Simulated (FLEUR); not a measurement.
## NaCl under changes of volume

One of the cells (21.813 Å³/atom); the others are scaled copies at fixed shape and fractional positions:

```
CELL_PARAMETERS angstrom
0.00000 2.79406 2.79406
2.79406 0.00000 2.79406
2.79406 2.79406 0.00000
ATOMIC_POSITIONS crystal
Cl 0.50000 0.50000 0.50000
Na 0.00000 0.00000 0.00000
```

The cell is a database's computed one.

* Program: FLEUR MaX-R8.1 (later development tree)
* Functional: r2SCAN
* Potentials or basis: all-electron
* Basis: FLAPW
* Kmax: 4.14 1/bohr
* k mesh: 8 × 8 × 8
* Occupations: fermi-dirac, width 0.05 eV
* Spin: no spin polarisation

| volume (Å³/atom) | energy over the lowest point (meV/atom) | gap on the mesh (eV) |
| --- | --- | --- |
| 20.504 | ? | ? |
| 20.940 | 5.28 | 6.20 |
| 21.813 | 0.00 | 6.03 |
| 22.685 | 1.39 | 5.89 |
| 23.121 | 3.96 | 5.81 |

Problem. What does the run at 20.504 Å³/atom give?

Solution. Energy over the lowest point 10.89 meV/atom; gap on the mesh 6.31 eV.

Worked out: A Birch-Murnaghan fit of order 2 (a polynomial in V^(-2/3)) to the other rows has its minimum at 22.06 Å³/atom with B0 = V·E''(V) = 28 GPa. It gives 10.74 meV/atom at 20.504 Å³/atom, against the run's 10.89. A straight line through the other rows of the gap, of slope -3.89 eV per unit of ln V (its deformation potential), extrapolates to 6.28 eV, against the run's 6.31.

Energies are extrapolated to zero smearing.

Caveats: the meta-GGA is that of a development version, with a GGA for the radial functions and cores and without core tails.
